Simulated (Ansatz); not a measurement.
Relaxed bulk SiNi:

Space group Pmmn:1 (No. 59). a = 3.055 Å, b = 3.258 Å, c = 4.709 Å, α = 90.00°, β = 90.00°, γ = 90.00°
```json
{"atom": "Si", "site": "2a", "symmetry": "mm2", "x": "0.5000", "y": "0.5000", "z": "0.8432"}
{"atom": "Ni", "site": "2a", "symmetry": "mm2", "x": "0.5000", "y": "0.5000", "z": "0.3423"}
```

Miller indices refer to the conventional cell of Pmmn (No. 59), a = 3.055 Å, b = 3.258 Å, c = 4.709 Å, α = 90.00°, β = 90.00°, γ = 90.00°.

The (001) slab of 12 planes, 12.7 Å thick with 15 Å of vacuum as cut; outer planes Si (top) and Si (bottom).

Theory: DFT PBE, scalar-relativistic, plane waves, PAW (Ansatz). Cutoff 420 eV; k points 11×11×1 on the computed 12-atom cell (Γ-centred); Gaussian smearing, width 0.10 eV; no spin polarisation. The cell repeats along c with a dipole correction in the vacuum.

Results for the relaxed slab:

- Surface energy (mean of both faces): 1.90 J/m²
- Work function: 4.54 eV

Relaxation lowers the energy by 0.013 J/m² a face; the largest move is 0.024 Å.

```csv
plane (bottom to top),atoms,"spacing to next, bulk (Å)",relaxed (Å),change (%)
1,Si,0.874,0.855,-2.1
2,Ni,1.485,1.514,+1.9
3,Ni,0.874,0.829,-5.0
4,Si,1.477,1.501,+1.6
5,Si,0.874,0.875,+0.1
6,Ni,1.485,1.482,-0.2
7,Ni,0.874,0.875,+0.1
8,Si,1.477,1.501,+1.6
9,Si,0.874,0.829,-5.0
10,Ni,1.485,1.514,+1.9
11,Ni,0.874,0.855,-2.1
12,Si,,,
```

The reference crystal is a form of SiNi, which isn't its usual structure.